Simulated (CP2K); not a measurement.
# BeS (F-43m) in CP2K: a series of runs

Runs on BeS. Level: PBE. Tasks: band structure.

Everything below comes from runs of CP2K 2026.2. Logs are shortened: lines on timing, memory, paths and dates and some standing lists are left out, and cuts for length are marked.

### Step 1. Starting point

The structure is cubic, space group F-43m (No. 216). Conventional cell: a = 4.850 Å, b = 4.850 Å, c = 4.850 Å, α = 90.00°, β = 90.00°, γ = 90.00°. S (site symmetry -43m) has 4 Be at 2.10 Å as nearest neighbours. Be (site symmetry -43m) is surrounded by 4 S at 2.10 Å.

### Step 2. Band structure, PBE

The input, bes_bands.inp:

```
&GLOBAL
  PROJECT bes_bands
  RUN_TYPE ENERGY_FORCE
  PRINT_LEVEL LOW
&END GLOBAL
&FORCE_EVAL
  METHOD QS
  STRESS_TENSOR ANALYTICAL
  &DFT
    BASIS_SET_FILE_NAME BASIS_MOLOPT_UZH
    POTENTIAL_FILE_NAME POTENTIAL_UZH
    &MGRID
      CUTOFF 850
      REL_CUTOFF 60
      NGRIDS 5
    &END MGRID
    &QS
      METHOD GPW
      EPS_DEFAULT 1.0E-9
    &END QS
    &KPOINTS
      SCHEME MONKHORST-PACK 9 9 9
      GAMMA_CENTERED T
      SYMMETRY T
      SYMMETRY_BACKEND SPGLIB
    &END KPOINTS
    &SCF
      SCF_GUESS ATOMIC
      EPS_SCF 1.0E-6
      MAX_SCF 100
      ADDED_MOS 10
      CHOLESKY OFF
      EPS_EIGVAL 1.0E-7
      &DIAGONALIZATION ON
        ALGORITHM STANDARD
      &END DIAGONALIZATION
      &MIXING ON
        METHOD BROYDEN_MIXING
        ALPHA 0.4
        BETA 1.5
        NBUFFER 8
      &END MIXING
      &SMEAR ON
        METHOD FERMI_DIRAC
        ELECTRONIC_TEMPERATURE [K] 580.226
      &END SMEAR
    &END SCF
    &XC
      &XC_FUNCTIONAL
        &GGA_X_PBE
        &END GGA_X_PBE
        &GGA_C_PBE
        &END GGA_C_PBE
      &END XC_FUNCTIONAL
    &END XC
    &PRINT
      &KPOINTS ON
      &END KPOINTS
      &MULLIKEN ON
      &END MULLIKEN
      &MO ON
        ENERGIES T
        OCCUPATION_NUMBERS T
        &EACH
          QS_SCF 0
        &END EACH
        ADD_LAST NUMERIC
      &END MO
      &BAND_STRUCTURE
        FILE_NAME bands.bs
        ADDED_MOS 2
        &KPOINT_SET
          UNITS B_VECTOR
          NPOINTS 10
          SPECIAL_POINT GAMMA 0.00000000 0.00000000 0.00000000
          SPECIAL_POINT X 0.50000000 0.00000000 0.50000000
          SPECIAL_POINT W 0.50000000 0.25000000 0.75000000
          SPECIAL_POINT K 0.37500000 0.37500000 0.75000000
          SPECIAL_POINT GAMMA 0.00000000 0.00000000 0.00000000
          SPECIAL_POINT L 0.50000000 0.50000000 0.50000000
          SPECIAL_POINT U 0.62500000 0.25000000 0.62500000
          SPECIAL_POINT W 0.50000000 0.25000000 0.75000000
          SPECIAL_POINT L 0.50000000 0.50000000 0.50000000
          SPECIAL_POINT K 0.37500000 0.37500000 0.75000000
        &END KPOINT_SET
        &KPOINT_SET
          UNITS B_VECTOR
          NPOINTS 10
          SPECIAL_POINT U 0.62500000 0.25000000 0.62500000
          SPECIAL_POINT X 0.50000000 0.00000000 0.50000000
        &END KPOINT_SET
      &END BAND_STRUCTURE
    &END PRINT
  &END DFT
  &SUBSYS
    &CELL
      A 3.4294678888 0.0000000000 0.0000000000
      B 1.7147339444 2.9700063131 0.0000000000
      C 1.7147339444 0.9900021044 2.8001488056
      PERIODIC XYZ
    &END CELL
    &COORD
      SCALED
      S   0.7500000000 0.7500000000 0.7500000000
      Be  0.0000000000 0.0000000000 0.0000000000
    &END COORD
    &KIND S
      BASIS_SET TZVP-MOLOPT-PBE-GTH-q6
      POTENTIAL GTH-PBE-q6
    &END KIND
    &KIND Be
      BASIS_SET TZVP-MOLOPT-PBE-GTH-q4
      POTENTIAL GTH-PBE-q4
    &END KIND
    &PRINT
      &ATOMIC_COORDINATES ON
      &END ATOMIC_COORDINATES
      &CELL ON
      &END CELL
    &END PRINT
  &END SUBSYS
  &PRINT
    &FORCES ON
    &END FORCES
    &STRESS_TENSOR ON
    &END STRESS_TENSOR
  &END PRINT
&END FORCE_EVAL
```

Potentials or basis: POTENTIAL_UZH S GTH-PBE-q6, Be GTH-PBE-q4; TZVP-MOLOPT-PBE-GTH basis.

Launch:

```sh
$ OMP_NUM_THREADS=1 cp2k.psmp -i bes_bands.inp -o bes_bands.out
```

bes_bands.out:

```text

 CP2K| version string:                                       CP2K version 2026.2
 CP2K| Input file name                                             bes_bands.inp

 GLOBAL| Force Environment number                                              1
 GLOBAL| Basis set file name                                    BASIS_MOLOPT_UZH
 GLOBAL| Potential file name                                       POTENTIAL_UZH
 GLOBAL| MM Potential file name                                     MM_POTENTIAL
 GLOBAL| Coordinate file name                                      __STD_INPUT__
 GLOBAL| Method name                                                        CP2K
 GLOBAL| Project name                                                  bes_bands
 GLOBAL| Run type                                                   ENERGY_FORCE
 GLOBAL| FFT library                                                       FFTW3
 GLOBAL| Diagonalization library                                       ScaLAPACK
 GLOBAL| Cholesky decomposition library                                ScaLAPACK
 GLOBAL| DGEMM library                                                      BLAS
 GLOBAL| Direct generalized diagonalization requested                          F
 GLOBAL| Matrix multiplication library                                 ScaLAPACK
 GLOBAL| Global print level                                                  LOW
 GLOBAL| Total number of message passing processes                             1
 GLOBAL| Number of threads for this process                                    1
 GLOBAL| CPU model name                          AMD EPYC 9R45 96-Core Processor

 CELL| Volume [angstrom^3]:                                            28.521031
 CELL| Vector a [angstrom]:       3.429     0.000     0.000   |a| =     3.429468
 CELL| Vector b [angstrom]:       1.715     2.970     0.000   |b| =     3.429468
 CELL| Vector c [angstrom]:       1.715     0.990     2.800   |c| =     3.429468
 CELL| Angle (b,c), alpha [degree]:                                    60.000000
 CELL| Angle (a,c), beta  [degree]:                                    60.000000
 CELL| Angle (a,b), gamma [degree]:                                    60.000000
 CELL| Numerically orthorhombic:                                              NO
 CELL| Periodicity                                                           XYZ

 CELL_REF| Volume [angstrom^3]:                                        28.521031
 CELL_REF| Vector a [angstrom     3.429     0.000     0.000   |a| =     3.429468
 CELL_REF| Vector b [angstrom     1.715     2.970     0.000   |b| =     3.429468
 CELL_REF| Vector c [angstrom     1.715     0.990     2.800   |c| =     3.429468
 CELL_REF| Angle (b,c), alpha [degree]:                                60.000000
 CELL_REF| Angle (a,c), beta  [degree]:                                60.000000
 CELL_REF| Angle (a,b), gamma [degree]:                                60.000000
 CELL_REF| Numerically orthorhombic:                                          NO
 CELL_REF| Periodicity                                                       XYZ

 GENERATE|  Preliminary Number of Bonds generated:                             0
 GENERATE|  Achieved consistency in connectivity generation.

 *******************************************************************************
 *******************************************************************************
 **            Copyright (C) by CP2K developers group (2000-2026)             **
 *******************************************************************************

 TOTAL NUMBERS AND MAXIMUM NUMBERS

  Total number of            - Atomic kinds:                                   2
                             - Atoms:                                          2
                             - Shell sets:                                     2
                             - Shells:                                        12
                             - Primitive Cartesian functions:                 10
                             - Cartesian basis functions:                     25
                             - Spherical basis functions:                     24

  Maximum angular momentum of- Orbital basis functions:                        2
                             - Local part of the GTH pseudopotential:          6
                             - Non-local part of the GTH pseudopotential:      2

 MODULE QUICKSTEP: ATOMIC COORDINATES IN ANGSTROM

   Atom Kind Element         X             Y             Z       Z(eff)     Mass
      1    1 S    16      5.144202      2.970006      2.100112   6.0000  32.0650
[... 88 lines left out ...]
  ------------------------------------------------------------------------------
     1 NoMix/Diag. 0.40E+00    0.7     1.56711102       -25.1737364110 -2.52E+01
     2 Broy./Diag. 0.40E+00    0.7     0.01149983       -24.7050157243  4.69E-01
     3 Broy./Diag. 0.40E+00    0.7     0.02550246       -24.8019010733 -9.69E-02
     4 Broy./Diag. 0.40E+00    0.7     0.00999904       -24.9367949723 -1.35E-01
     5 Broy./Diag. 0.40E+00    0.7     0.00409947       -24.9473587529 -1.06E-02
     6 Broy./Diag. 0.40E+00    0.7     0.00138115       -24.9510452530 -3.69E-03
     7 Broy./Diag. 0.40E+00    0.7     0.00003747       -24.9521423790 -1.10E-03
     8 Broy./Diag. 0.40E+00    0.7     0.00012543       -24.9530347442 -8.92E-04
     9 Broy./Diag. 0.40E+00    0.7     0.00001791       -24.9533096617 -2.75E-04
    10 Broy./Diag. 0.40E+00    0.7     0.00000506       -24.9532969381  1.27E-05
    11 Broy./Diag. 0.40E+00    0.7     0.00000500       -24.9532314275  6.55E-05
    12 Broy./Diag. 0.40E+00    0.7     0.00000092       -24.9532321751 -7.48E-07

  *** SCF run converged in    12 steps ***

  Electronic density on regular grids:         -9.9999999953        0.0000000047
  Core density on regular grids:                9.9999999910       -0.0000000090
  Total charge density on r-space grids:       -0.0000000043
  Total charge density g-space grids:          -0.0000000043

  Overlap energy of the core charge distribution:               0.00000000000191
  Self energy of the core charge distribution:                -38.06067879640203
  Core Hamiltonian energy:                                      5.86131372611560
  Hartree energy:                                              12.36679015356629
  Exchange-correlation energy:                                 -5.12065725836634
  Electronic entropic energy:                                  -0.00000000000000
  Fermi energy:                                                 0.24060417480746

  Total energy:                                               -24.95323217508458
  Total energy (extrapolated to T->0):                        -24.95323217508458

 MO| EIGENVALUES AND OCCUPATION NUMBERS FOR K POINT 1
 MO|
 MO|  Index      Eigenvalue [a.u.]        Eigenvalue [eV]             Occupation
 MO|      1              -3.496870             -95.154661               2.000000
 MO|      2              -0.292489              -7.959027               2.000000
 MO|      3              -0.053920              -1.467234               2.000000
 MO|      4               0.118055               3.212432               2.000000
 MO|      5               0.118055               3.212432               2.000000
 MO|      6               0.357477               9.727449               0.000000
 MO|      7               0.427109              11.622226               0.000000
 MO|      8               0.427109              11.622226               0.000000
 MO|      9               0.616644              16.779737               0.000000
 MO|     10               0.763891              20.786536               0.000000
 MO|     11               0.770325              20.961608               0.000000
 MO|     12               0.770325              20.961608               0.000000
 MO|     13               0.961190              26.155298               0.000000
[... 277 lines left out ...]
 MO|      5               0.054387               1.479944               2.000000
 MO|      6               0.379560              10.328352               0.000000
 MO|      7               0.444362              12.091692               0.000000
 MO|      8               0.554270              15.082460               0.000000
 MO|      9               0.572484              15.578083               0.000000
 MO|     10               0.678703              18.468435               0.000000
 MO|     11               0.746937              20.325194               0.000000
 MO|     12               0.843406              22.950252               0.000000
 MO|     13               0.912709              24.836072               0.000000
 MO|     14               0.986697              26.849397               0.000000
 MO|     15               1.201769              32.701801               0.000000
 MO| Sum:                                                              10.000000
 MO| E(Fermi):            0.240604 a.u.          6.547173 eV
 MO| Band gap:            0.325173 a.u.          8.848408 eV

 [... the levels of further k-points ...]

 !-----------------------------------------------------------------------------!
                     Mulliken Population Analysis

 #  Atom  Element  Kind  Atomic population                           Net charge
       1     S        1          6.617019                             -0.617019
       2     Be       2          3.382981                              0.617019
 # Total charge                             10.000000                 -0.000000

 !-----------------------------------------------------------------------------!

 KPOINTS| Band Structure Calculation
 KPOINTS| Number of k-point sets                                               2
 KPOINTS| Number of added MOs/bands                                            2
 KPOINTS| Number of k-points in set    1                                      91
 KPOINTS| In units of b-vector [2pi/Bohr]
 KPOINTS| Special point     1       GAMMA     0.000000     0.000000     0.000000
 KPOINTS| Special point     2           X     0.500000     0.000000     0.500000
 KPOINTS| Special point     3           W     0.500000     0.250000     0.750000
 KPOINTS| Special point     4           K     0.375000     0.375000     0.750000
 KPOINTS| Special point     5       GAMMA     0.000000     0.000000     0.000000
 KPOINTS| Special point     6           L     0.500000     0.500000     0.500000
 KPOINTS| Special point     7           U     0.625000     0.250000     0.625000
 KPOINTS| Special point     8           W     0.500000     0.250000     0.750000
 KPOINTS| Special point     9           L     0.500000     0.500000     0.500000
 KPOINTS| Special point    10           K     0.375000     0.375000     0.750000
 KPOINTS| Number of k-points in set    2                                      11
 KPOINTS| In units of b-vector [2pi/Bohr]
 KPOINTS| Special point     1           U     0.625000     0.250000     0.625000
 KPOINTS| Special point     2           X     0.500000     0.000000     0.500000

 ENERGY| Total FORCE_EVAL ( QS ) energy [hartree]            -24.953231649836589

 FORCES| Atomic forces [hartree/bohr]
 FORCES|   Atom     x               y               z               |f|
 FORCES|      1 -1.53944657E-08 -8.88100034E-09 -6.03866349E-09   1.87703809E-08
 FORCES|      2  1.40409656E-08  8.09955867E-09  5.48610346E-09   1.71128284E-08
 FORCES| Sum    -1.35350011E-09 -7.81441674E-10 -5.52560035E-10
 FORCES| Total atomic force                                       1.65769003E-09

 STRESS| Analytical stress tensor [bar]
 STRESS|                        x                   y                   z
 STRESS|      x        2.80997005240E+04   1.90883831400E+00   1.34975858193E+00
 STRESS|      y        1.90883831400E+00   2.80974962242E+04   7.79334277722E-01
 STRESS|      z        1.34975858193E+00   7.79334277722E-01   2.80969460656E+04
 STRESS| 1/3 Trace                                             2.80980476046E+04
 STRESS| Determinant                                           2.21834161982E+13

 STRESS| Eigenvectors and eigenvalues of the analytical stress tensor [bar]
 STRESS|                        1                   2                   3
 STRESS| Eigenvalues   2.80963941909E+04   2.80963949331E+04   2.81013536897E+04
 STRESS|      x          -0.472657118678     -0.331579445979      0.816486570108
 STRESS|      y           0.877335995794     -0.089867562884      0.471386647695
 STRESS|      z          -0.082926465301      0.939137312721      0.333383126759
```

Wall time 11 s (1 thread of AMD EPYC 9R45 (Zen 5), shared host); peak memory 0.37 GiB.

What came out:

| Item | Value |
| --- | --- |
| Free energy | -679.0120 eV |
| Pressure | 2.8 GPa |
| Band gap on the k mesh | 4.28 eV, indirect (least direct gap 5.78 eV) |
| Band gap along the path | 4.16 eV, indirect (least direct gap 5.78 eV) |
| Mulliken charges | S -0.62; Be +0.62 e |

Levels at the corners of the path, in eV from the valence-band top:
| point | band 3 | band 4 | band 5 | band 6 | band 7 | band 8 |
| --- | --- | --- | --- | --- | --- | --- |
| Γ | 0.00 | 0.00 | 0.00 | 5.78 | 5.94 | 5.94 |
| X | -5.08 | -2.68 | -2.68 | 4.48 | 4.98 | 13.12 |
| W | -4.35 | -3.88 | -3.40 | 8.33 | 8.91 | 9.03 |
| K | -4.63 | -4.14 | -2.22 | 5.33 | 8.36 | 11.26 |
| Γ | 0.00 | 0.00 | 0.00 | 5.78 | 5.94 | 5.94 |
| L | -5.86 | -1.05 | -1.05 | 5.48 | 7.39 | 7.39 |
| U | -4.63 | -4.14 | -2.22 | 5.33 | 8.36 | 11.26 |
| W | -4.35 | -3.88 | -3.40 | 8.33 | 8.91 | 9.03 |
| L | -5.86 | -1.05 | -1.05 | 5.48 | 7.39 | 7.39 |
| K | -4.63 | -4.14 | -2.22 | 5.33 | 8.36 | 11.26 |
| U | -4.63 | -4.14 | -2.22 | 5.33 | 8.36 | 11.26 |
| X | -5.08 | -2.68 | -2.68 | 4.48 | 4.98 | 13.12 |

Caveat: Mulliken charges move with the basis; the mesh misses the band edges, which the band path finds closer together; the basis of atomic orbitals isn't converged, which shifts pressures, moduli and gaps.

### Step 3. Band structure, PBE

bes_bands.inp, as its differences from that of step 2:

```diff
@@ -111,4 +111,4 @@
     &KIND Be
-      BASIS_SET TZVP-MOLOPT-PBE-GTH-q4
-      POTENTIAL GTH-PBE-q4
+      BASIS_SET TZVP-MOLOPT-PBE-GTH-q2
+      POTENTIAL GTH-PBE-q2
     &END KIND
```

Potentials or basis: POTENTIAL_UZH S GTH-PBE-q6, Be GTH-PBE-q2; TZVP-MOLOPT-PBE-GTH basis.

Launch:

```sh
$ OMP_NUM_THREADS=1 cp2k.psmp -i bes_bands.inp -o bes_bands.out
```

Wall time 18 s (1 thread of AMD EPYC 9R45 (Zen 5), shared host); peak memory 0.37 GiB.

It converged, with:

| Quantity | Value |
| --- | --- |
| Free energy | -310.6850 eV |
| Pressure | 1.6 GPa |
| Band gap on the k mesh | 3.90 eV, indirect (least direct gap 5.79 eV) |
| Band gap along the path | 3.80 eV, indirect (least direct gap 5.70 eV) |
| Mulliken charges | S -0.65; Be +0.65 e |

Levels at the corners of the path, in eV from the valence-band top:
```tsv
point	band 2	band 3	band 4	band 5	band 6	band 7
Γ	0.00	0.00	0.00	5.79	5.79	5.79
X	-5.06	-2.69	-2.69	4.46	4.97	12.90
W	-4.32	-3.87	-3.40	8.31	8.93	8.94
K	-4.60	-4.13	-2.23	5.24	8.34	11.09
Γ	0.00	0.00	0.00	5.79	5.79	5.79
L	-5.83	-1.06	-1.06	5.48	7.28	7.28
U	-4.60	-4.13	-2.23	5.24	8.34	11.09
W	-4.32	-3.87	-3.40	8.31	8.93	8.94
L	-5.83	-1.06	-1.06	5.48	7.28	7.28
K	-4.60	-4.13	-2.23	5.24	8.34	11.09
U	-4.60	-4.13	-2.23	5.24	8.34	11.09
X	-5.06	-2.69	-2.69	4.46	4.97	12.90
```

Caveat: Mulliken charges move with the basis; the mesh misses the band edges, which the band path finds closer together; the basis of atomic orbitals isn't converged, which shifts pressures, moduli and gaps. PBE gaps usually lie below the measured ones, often by a third to a half.
